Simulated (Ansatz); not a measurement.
## Structure search: one Hf candidate

Level of theory: Ansatz, DFT PBE, scalar-relativistic, plane waves, PAW. Cutoff 420 eV, Gaussian smearing, Γ-centred meshes. Cell and atoms relax first on a coarse mesh and then on a finer one. In between, the cell is made exact in the group found at 0.06 Å. In metals the finer mesh still leaves noise of several meV/atom or more. The steps can't lower the symmetry of their start. No spin polarisation.

The cell of Hf is invented: random cell by space group and Wyckoff sites (P6/mmm, No. 191). Its size is a rough estimate.

```cif
data_structure
_symmetry_space_group_name_H-M 'P6/mmm'
_symmetry_Int_Tables_number 191
_cell_length_a 2.9877
_cell_length_b 2.9877
_cell_length_c 6.8147
_cell_angle_alpha 90.000
_cell_angle_beta 90.000
_cell_angle_gamma 120.000
_cell_volume 52.68
loop_
_atom_site_label
_atom_site_type_symbol
_atom_site_symmetry_multiplicity
_atom_site_Wyckoff_symbol
_atom_site_fract_x
_atom_site_fract_y
_atom_site_fract_z
_atom_site_occupancy
Hf1 Hf 2 e 0.00000 0.00000 0.73361 1
```

Energies count from the standard state of Hf at the same level.

Question: Where does the relaxation end?

Answer: The symmetry stays P6/mmm (No. 191). The end has the simple hexagonal type. The volume per atom shrinks by 11.4 %, from 26.3 to 23.3 Å³. The shortest distance stays 2.99 Å (Hf–Hf). The ratio c/a of the conventional cell changes by a factor of 0.44. The energy falls by about 0.24 eV/atom (the start's value is from the coarse mesh). The end is written in a standard setting, so origin, axes and order of atoms can differ from the start's. Conventional cell: a = 2.992 Å, c = 3.010 Å. Around Hf lie 8 Hf at 2.99–3.01 Å.

```yaml
crystal:
  lattice:
    - [2.99184, 0.00000, 0.00000]
    - [-1.49592, 2.59101, 0.00000]
    - [0.00000, 0.00000, 3.00997]
  atoms:
    - { symbol: Hf, position: [0.00000, 0.00000, 0.50000] }
```

Question: Give its energy and gap.

Answer: The energy over the standard state is +0.47 eV/atom. The gap on the 24×24×18 mesh of the 1-atom cell is 0 eV (a metal).

So it is a metastable form at best.

The last run used Gaussian smearing of 0.10 eV. These runs have no spin–orbit coupling, which can matter for Hf. A structure relaxed within its symmetry needn't be a true minimum. In all, the 3 runs took 2.8 min on 1 thread of Intel(R) Xeon(R) Processor @ 2.50GHz (Skylake/Cascade Lake) (shared host).
